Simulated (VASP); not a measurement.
Here is a VASP 6.6.1 calculation.

File INCAR:

```
ALGO     = Normal         # electronic algorithm
EDIFF    = 1E-7           # SCF threshold, eV
ENCUT    = 520            # plane-wave cutoff, eV
GGA_COMPAT= False        
ISIF     = 2              # what is computed and relaxed
ISMEAR   = 0              # smearing method
LASPH    = True           # aspherical terms in the spheres
LCHARG   = True           # write CHGCAR
LMIXTAU  = True         
LORBIT   = 11             # projections on sites
LREAL    = False          # projectors in reciprocal space
LSORBIT  = True           # spin-orbit coupling
LVHAR    = True         
LWAVE    = False          # write WAVECAR
MAGMOM   = 0 0 0 0 0 0    # initial moments
METAGGA  = R2SCAN         # meta-GGA
NBANDS   = 30             # bands
NELM     = 80             # most SCF steps
PREC     = Accurate       # precision mode
SIGMA    = 0.02           # smearing width, eV
```

The input KPOINTS:

```
k-points
0
Gamma
  8 8 8
```

The input POSCAR:

```
GaAs
1.0
    0.0000000000      2.8909699827      2.8909699827
    2.8909699827      0.0000000000      2.8909699827
    2.8909699827      2.8909699827      0.0000000000
Ga As
1 1
Direct
    0.0000000000      0.0000000000      0.0000000000
    0.2500000000      0.2500000000      0.2500000000
```

Potentials or basis: VASP PAW PBE potentials, release 64 (Ga_d, As).

Launch:

```console
$ cat potpaw_PBE.64/Ga_d/POTCAR potpaw_PBE.64/As/POTCAR > POTCAR
$ mpirun -np 1 vasp_ncl > vasp.out
```

(1) Estimate the net moment.

(2) Estimate the pressure.

## Answers

(1) 0.00 μB per cell.

(2) -3.7 GPa.

Caveat: the PAW data sets were made with another functional, which shifts forces and pressure a little.
